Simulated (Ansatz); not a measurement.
## Pd: energy along a strain

Pd, Fm-3m, a = 3.890 Å (as given, not relaxed at this level: 7.7 GPa). Ansatz: PBE, PAW, 420 eV, Γ-centred 20×20×20 mesh on 1 atom, Gaussian smearing 0.15 eV; no spin polarisation. Cell vectors (Å): 0.000 1.945 1.945; 1.945 0.000 1.945; 1.945 1.945 0.000. The cell is strained by x per cent times the pattern (0 0 0 0 0 1) in the order xx yy zz yz xz xy (engineering shears), with fractional coordinates held. y is the free energy over the start, V0 = 14.714 Å³/atom. Symmetry makes y even in x. Points with a strain past 8.5 % were computed too (2) and aren't used here.

```
x (%) y (meV/atom)
-5.00          9.95
 0.00          0.00
 1.25          0.61
 2.50          2.44
 3.75          5.54
 6.25         15.75
 7.50             ?
```

**Question.** Fit y = c2 x² + c4 x⁴ to the other rows, get the stiffness along the pattern, and predict the missing energy.

**Answer.** Least squares on the rows shown. y = 0.38864 x² + 0.00037286 x⁴. The clamped-ion stiffness p·C·p = 2 × 3.886 eV × 160.2 / 14.714 Å³ = 85 GPa, which is C66 in these axes (C44 of the cubic crystal) (second derivative at the start, which stands under stress). At x = 7.50 the fit asked for gives 23.04 meV/atom. The run gave 23.03 meV/atom, so the fit is 0.01 meV/atom too high, a small miss on the scale of the series.